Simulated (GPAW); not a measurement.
The system is ZrC.

```
Zr C
1.0
     3.39148    0.00000    0.00000
    -1.69574    2.93710    0.00000
     0.00000    0.00000    5.29005
Zr C
2 2
Direct
  0.66667 0.33333 0.75000
  0.33333 0.66667 0.25000
  0.00000 0.00000 0.50000
  0.00000 0.00000 0.00000
```

The cell comes from a database or a generator and needn't be the stable form of this composition.

Base run:

| Property | Result |
| --- | --- |
| Program | GPAW 26.7.0 |
| Functional | PBEsol |
| Potentials or basis | PAW data sets generated in the run's folder for this functional |
| Cutoff | 800 eV |
| Basis | pw |
| k mesh | 7 × 7 × 4 |
| Occupations | fermi-dirac, width 0.05 eV |
| Spin | no spin polarisation |

Its results: pressure -8.8 GPa.

**Question.** The run is repeated on the same cell with these changes: functional from PBEsol to LDA; potentials or basis from PAW data sets generated in the run's folder for this functional to the program's PAW data sets (release 1.2.1) made for this functional; cutoff from 800 eV to 600 eV. What comes out?

**Answer.** Pressure -13.1 GPa.

Caveats: the cutoff is short for stress and forces, so pressures can be off by a GPa or more (some runs).
